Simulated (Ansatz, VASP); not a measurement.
# Cross-check of AlN between VASP and Ansatz, part 2 of 2

Aim: how closely do two programs agree when they are given the same cell, functional and k mesh?

VASP 6.6.1 and Ansatz 0.2.0.

So far. Step 4 (Side by side): The walks stopped with 0.01 GPa left in Ansatz and -0.06 GPa in VASP; each walk ends within a tolerance, so the volume difference is uncertain by about these residues over the bulk modulus, most in soft cells.

### Step 5. Ansatz: zone-centre phonons, r2SCAN

Level of this step: Ansatz beside VASP: Kohn-Sham DFT, plane waves, r2SCAN (Ansatz).

Second derivatives magnify differences that forces hide, and they need a tight electronic threshold. The cell compared in this pair holds 41.55 Å³, against 41.71 Å³ for the pair before.

The cell is taken from a series of VASP runs on this material, whose earlier steps may have relaxed, scaled or displaced it; both programs get it as it stands.

input.yaml

```yaml
crystal:
  lattice:
    - [3.1057024824, 0.0, 0.0]
    - [-1.5528512412, 2.6896172464, 0.0]
    - [0.0, 0.0, 4.973887517]
  atoms:
    - { symbol: Al, position: [0.6666666667, 0.3333333333, 6.83508e-05] }
    - { symbol: Al, position: [0.3333333333, 0.6666666667, 0.5000683508] }
    - { symbol: "N", position: [0.6666666667, 0.3333333333, 0.3819316492] }
    - { symbol: "N", position: [0.3333333333, 0.6666666667, 0.8819316492] }
hamiltonian:
  xc: r2scan
  pseudopotentials: { kind: paw }
kpoints:
  mp_grid: { grid: [8, 8, 5] }
scf:
  occupations: { method: gaussian, width: 0.05 }
phonons:
  method: dfpt
  qpoints: [[0, 0, 0]]
```

On the command line:

```sh
$ ansatz run input.yaml --threads 4 --pin off --max-ram 9216MiB --backend cpu --events-out ev --progress --plain --runs-dir out
```

Numbers of over 12 decimals in the logs are rounded to 6 here.

Log:

```text
[...]
Crystal: 4 atoms, lattice volume = 41.548 Å³
Basis set: ecut = 500 eV, 1087 PW (Γ), exchange–correlation on 144×144×240 points (216 copies of the dense FFT grid, shifted against one another)
Bands: 12, of which v1, the nominal top of the filled ones, is band 8 counted from 1 (7 counted from 0)
Symmetry: 12 space group operations
k-points: 93 of 320 (irreducible under 2 space group operations, time reversal used)
[...]
non-analytic LO–TO correction: not included (Born effective charges unavailable; polar crystals: no LO–TO splitting at Γ)
--- Phonons (arbitrary-q DFPT): 1 explicit q-point ---
  q = [0, 0, 0] (of the zone-centre solve; hermiticity 1.35e-5, symmetrization 7.80e-6): -0.00 -0.00 0.00 249.81 249.81 559.12 620.93 665.85 665.85 678.98 678.98 740.71
  sum rule: each row above includes the acoustic sum rule's correction from the zone centre's row sums; it moved no ω² by more than (3.34 cm⁻¹)²
[key lines of the parts left out:]
SCF converged after 9 iterations
Free energy (F): -1856.970232 eV
Fermi energy:    9.396174 eV
```

Wall time 36 s (4 threads of Arm Neoverse N1, shared host); peak memory 1.4 GiB.

### Step 6. VASP: zone-centre phonons, r2SCAN

The same cell, functional, mesh and smearing now go to VASP, with its own data sets and cutoff.

INCAR

```
SYSTEM = AlN
PREC = Accurate
ENCUT = 520
EDIFF = 1E-08
NELM = 100
ISMEAR = 0
SIGMA = 0.05
LREAL = .FALSE.
ALGO = Normal
METAGGA = R2SCAN
LASPH = .TRUE.
NBANDS = 14
LORBIT = 11
LWAVE = .FALSE.
LCHARG = .FALSE.
KPAR = 4
IBRION = 6
NFREE = 2
POTIM = 0.015
ISIF = 2
NSW = 1
```

POSCAR

```
AlN
1.0
    3.1057024824      0.0000000000      0.0000000000
   -1.5528512412      2.6896172464      0.0000000000
    0.0000000000      0.0000000000      4.9738875170
Al N
2 2
Direct
    0.6666666667      0.3333333333      0.0000683508
    0.3333333333      0.6666666667      0.5000683508
    0.6666666667      0.3333333333      0.3819316492
    0.3333333333      0.6666666667      0.8819316492
```

KPOINTS

```
Automatic mesh
0
Gamma
8 8 5
0 0 0
```

PAW data sets: Al and N (PBE family, release 64).

On the command line:

```sh
$ mpirun -np 4 vasp_std
```

Log:

```text
[banner, memory and clock lines left out]
running    4 mpi-ranks, on    1 nodes
[...]
[... a notice as in an earlier step ...]

 LDA part: xc-table for (None), standard interpolation
 POSCAR, INCAR and KPOINTS ok, starting setup
[...]
entering main loop
       N       E                     dE             d eps       ncg     rms          rms(c)
DAV:   1     0.370594643375E+02    0.37059E+02   -0.77260E+03   840   0.106E+03
DAV:   2    -0.429978941502E+02   -0.80057E+02   -0.73374E+02  1160   0.212E+02
DAV:   3    -0.470897970294E+02   -0.40919E+01   -0.40735E+01  1086   0.511E+01
DAV:   4    -0.471198133758E+02   -0.30016E-01   -0.30012E-01  1002   0.499E+00
[...]
DAV:  14    -0.384563072386E+02    0.94083E-06   -0.13552E-07  1038   0.354E-03    0.157E-03
DAV:  15    -0.384563073545E+02   -0.11594E-06   -0.29139E-08  1116   0.133E-03    0.169E-04
DAV:  16    -0.384563073493E+02    0.51944E-08   -0.76777E-10   636   0.276E-04
   1 F= -.38456307E+02 E0= -.38456307E+02  d E =-.599009E-18
[... from here on, the cycles between the ionic steps are left out ...]
   2 F= -.38454450E+02 E0= -.38454450E+02  d E =-.276732E-17
   3 F= -.38454450E+02 E0= -.38454450E+02  d E =-.235804E-17
   4 F= -.38453875E+02 E0= -.38453875E+02  d E =-.117853E-10
   5 F= -.38453845E+02 E0= -.38453845E+02  d E =-.239812E-14
   6 F= -.38454437E+02 E0= -.38454437E+02  d E =-.143295E-15
   7 F= -.38454437E+02 E0= -.38454437E+02  d E =-.640521E-16
   8 F= -.38453834E+02 E0= -.38453834E+02  d E =-.848227E-15
   9 F= -.38454107E+02 E0= -.38454107E+02  d E =-.648889E-11
 Finite differences progress:
  Degree of freedom:   4/  4
  Displacement:        2/  2
  Total:               8/  8
```

From OUTCAR (step 6):

```text
  Total       -0.1040186     -0.1040186      0.1920700      0.0000000      0.0000000      0.0000000
  in kB       -4.0112097     -4.0112097      7.4066825      0.0000000      0.0000000      0.0000000
  external PRESSURE =      -0.2052456 kB  Pullay stress =       0.0000000 kB

 POSITION                                       TOTAL-FORCE (eV/Angst)
 -----------------------------------------------------------------------------------
      1.55285      0.89654      0.00034        -0.000000      0.000000     -0.096649
     -0.00000      1.79308      2.48728         0.000000     -0.000000     -0.095907
      1.55285      0.89654      1.88469        -0.000000      0.000000      0.312965
     -0.00000      1.79308      4.38663         0.000000      0.000000     -0.120409
 -----------------------------------------------------------------------------------
    total drift:                                0.000001     -0.000000     -0.021888

  FREE ENERGIE OF THE ION-ELECTRON SYSTEM (eV)
  ---------------------------------------------------
  free  energy   TOTEN  =       -38.4541071537 eV

  energy  without entropy=      -38.4541071537  energy(sigma->0) =      -38.45410715

[... 1 part as in an earlier step ...]

[... 2 further parts left out ...]
[key lines of the parts left out:]
E-fermi :   6.1166
```

### Step 7. Differences

What differs besides the data sets and the points named for the pairs above, as far as they apply: VASP uses finite displacements, Ansatz perturbation theory. Total energies have different zeros and are not compared.

The two programs side by side:

```
                  quantity  Ansatz   VASP  difference
optical mode 1 to 2 (cm⁻¹)   249.8  250.4     -0.22 %
     optical mode 3 (cm⁻¹)   559.1  556.2     +0.52 %
     optical mode 4 (cm⁻¹)   620.9  624.5     -0.57 %
optical mode 5 to 6 (cm⁻¹)   665.9  669.9     -0.60 %
optical mode 7 to 8 (cm⁻¹)   679.0  682.6     -0.53 %
     optical mode 9 (cm⁻¹)   740.7  742.2     -0.20 %
```

Modes are paired by rising frequency and degeneracy, not by their patterns, so a pair may still set unlike modes beside each other.

### Step 8. Outcome

| Item | Value |
| --- | --- |
| difference in volume (relaxation of cell and atoms, r2SCAN) | 0.15 % |
| r.m.s. difference of the optical zone-centre modes, each program's sorted by frequency (zone-centre phonons, r2SCAN) | 3.0 cm⁻¹ |
| difference in optical mode 5 to 6 (zone-centre phonons, r2SCAN) | -0.6 % |

What this shows: The difference in volume is 0.15 % (relaxation of cell and atoms, r2SCAN), within the 1.2 % picked in this series as the mark of a large difference, as far as the stopping tolerances let one tell. Among the rows given in per cent, the largest difference of the zone-centre phonons, r2SCAN pair is in optical mode 5 to 6, -0.6 %. Such differences can come from data sets, numerical settings and the points named under the comparisons, not from the functional's error against experiment.

[Lines on the potential files, build, host, timing and source positions are cut from VASP's logs without a mark.]

[Logs are printed without paths, hosts, clocks, repeated set-up lines and the standing remarks that a program may print on its own settings, such as how far it seeks lower states.]

[Hosts, paths, dates, database ids (printed as entryN), source tags and the programs' standing remarks are cut or masked in the printed files.]
